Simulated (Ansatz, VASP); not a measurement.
## SiO2 in VASP and in Ansatz

```
CELL_PARAMETERS angstrom
-2.51315 2.51315 3.68587
2.51315 -2.51315 3.68587
2.51315 2.51315 -3.68587
ATOMIC_POSITIONS crystal
Si 0.00000 0.00000 0.00000
Si 0.75000 0.25000 0.50000
O 0.37500 0.21748 0.34248
O 0.96748 0.62500 0.84248
O 0.78252 0.12500 0.15752
O 0.87500 0.03252 0.65752
```

Alike in both runs: functional PBE; k mesh 6 × 6 × 6; occupations gaussian, width 0.02 eV; no spin polarisation.

Ansatz relaxed the structure, and its values are those at the end. VASP's run is a single point on that final structure, the one shown.

|  | VASP | Ansatz |
| --- | --- | --- |
| version | VASP 6.6.1 | Ansatz 0.2.0 |
| potentials or method | VASP PAW PBE potentials, release 64 (Si, O) | scalar-relativistic, plane waves, PAW |
| plane-wave cutoff (eV) | 520 | 420 |
| valence electrons in the cell | 32 | 32 |

Ansatz gave:

| Property | Result |
| --- | --- |
| gap on the k mesh at the Fermi level (eV) | 5.74 |
| least direct gap on the mesh (eV) | 5.74 |
| pressure (GPa) | 0.0 |
| rms of the force components (eV/Å) | 0.001 |

Estimate VASP's values.

gap on the k mesh at the Fermi level (eV): 5.74; least direct gap on the mesh (eV): 5.74; pressure (GPa): 0.1; rms of the force components (eV/Å): 0.003.

A k mesh can miss the band edges. A hybrid or GW would open this gap; PBE tends to underestimate it.
